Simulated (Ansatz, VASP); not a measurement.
# SnO2: VASP beside Ansatz

File INCAR:

```
SYSTEM = SnO2
PREC = Accurate
ENCUT = 520
EDIFF = 1E-6
ISMEAR = 0
SIGMA = 0.05
LREAL = .False.
LASPH = .True.
NELM = 60
ALGO = Normal
ISIF = 2
LWAVE = .False.
LCHARG = .False.
GGA = PS
NBANDS = 20
```

Contents of KPOINTS:

```
regular mesh
0
Gamma
  12 12 12
  0 0 0
```

File POSCAR:

```
SnO2
1.0
    1.5613801911      0.9014632736      4.2894384516
   -1.5613801911      0.9014632736      4.2894384516
    0.0000000000     -1.8029265473      4.2894384516
Sn O
1 2
Direct
    0.5000000000      0.5000000000      0.5000000000
    0.2414378084      0.2414378084      0.2414378084
    0.7585621916      0.7585621916      0.7585621916
```

Input for Ansatz:

```yaml
crystal:
  lattice:
    - [1.5613801911, 0.9014632736, 4.2894384516]
    - [-1.5613801911, 0.9014632736, 4.2894384516]
    - [0.0, -1.8029265473, 4.2894384516]
  atoms:
    - { symbol: Sn, position: [0.5, 0.5, 0.5] }
    - { symbol: O, position: [0.2414378084, 0.2414378084, 0.2414378084] }
    - { symbol: O, position: [0.7585621916, 0.7585621916, 0.7585621916] }
basis:
  ecutwfc: 520.0
kpoints:
  mp_grid: { grid: [12, 12, 12] }
hamiltonian:
  xc: pbesol
  pseudopotentials: { kind: paw, azcp: { folder: soft_1 } }
scf:
  occupations: { method: gaussian, width: 0.05 }
output:
  forces: true
  stress: true
  eigenvalues: true
```

Alike in both runs: task single point; functional PBEsol; k mesh 12 × 12 × 12; occupations gaussian, width 0.05 eV; no spin polarisation.

```csv
,VASP,Ansatz
version,VASP 6.6.1,Ansatz 0.2.0
potentials or method,"VASP PAW PBE potentials, release 64 (Sn_d, O)","scalar-relativistic, plane waves, PAW"
plane-wave cutoff (eV),520,520
valence electrons in the cell,26,26
```

```tsv
	VASP	Ansatz	Ansatz less VASP
gap on the k mesh at the Fermi level (eV)	2.40	2.42	+0.016
least direct gap on the mesh (eV)	2.52	2.53	+0.009
pressure (GPa)	18.1	17.0	-1.04
largest component of the traceless stress (GPa)	7.23	6.58	-0.647
rms of the force components (eV/Å)	0.525	0.488	-0.0370
```

Atom by atom the forces differ by 0.037 eV/Å (rms over components). Ansatz warned: «pseudo_functional_mismatch».

Caveats: so large a pressure means that the cell lies far from this level's equilibrium, or that cutoff or potentials fall short (VASP); the potentials were made for another functional, which shifts forces and pressure (VASP); spin-orbit coupling is left out, which moves the levels of the heavy elements. A k mesh can miss the band edges.
